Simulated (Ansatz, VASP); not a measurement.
**Two plane-wave programs on Al**

Contents of INCAR:

```
SYSTEM = Al
  ALGO = Normal
  EDIFF = 1E-6
  ENCUT = 520
  ISIF = 2
  ISMEAR = -1
  LASPH = .TRUE.
  LCHARG = .FALSE.
  LREAL = .FALSE.
  LWAVE = .FALSE.
  NBANDS = 10
  NELM = 80
  PREC = Accurate
  SIGMA = 0.1
```

The input KPOINTS:

```
k-points
0
G
  10 10 10
  0 0 0
```

POSCAR

```
Al
1.0
    0.0000000000      2.8503932343      2.8503932343
    2.8503932343      0.0000000000      2.8503932343
    2.8503932343      2.8503932343      0.0000000000
Al
2
Direct
    0.1250000000      0.1250000000      0.1250000000
    0.8750000000      0.8750000000      0.8750000000
```

Input for Ansatz:

```yaml
crystal:
  lattice:
    - [0.0, 2.8503932343, 2.8503932343]
    - [2.8503932343, 0.0, 2.8503932343]
    - [2.8503932343, 2.8503932343, 0.0]
  atoms:
    - { symbol: Al, position: [0.125, 0.125, 0.125] }
    - { symbol: Al, position: [0.875, 0.875, 0.875] }
hamiltonian:
  xc: lda
  pseudopotentials:
    kind: paw
    azcp:
      Al: "pseudopotentials/Al.paw.azcp"
basis:
  ecutwfc: 420
  fft_grid_basis: typed
kpoints:
  mp_grid: { grid: [10, 10, 10], shift: [0, 0, 0] }
magnetization:
  spin_polarized: false
scf:
  occupations: { method: fermi_dirac, width: 0.1 }
  lower_state_search: "off"
output:
  stress: true
  write_density: true
  write_potential: true
  elf: true
  volumetric_format: npy
```

Alike in both runs: task single point; functional LDA; k mesh 10 × 10 × 10; occupations fermi-dirac, width 0.1 eV; no spin polarisation.

```csv
,VASP,Ansatz
version,VASP 6.6.1,Ansatz 0.2.0
potentials or method,"VASP PAW LDA potentials, release 64 (Al)","plane waves (420 eV) with PAW, scalar-relativistic"
plane-wave cutoff (eV),520,420
valence electrons in the cell,6,6
```

|  | VASP | Ansatz | Ansatz less VASP |
| --- | --- | --- | --- |
| pressure (GPa) | 6.9 | 6.9 | -0.07 |

Ansatz warned: «pseudo_functional_mismatch».
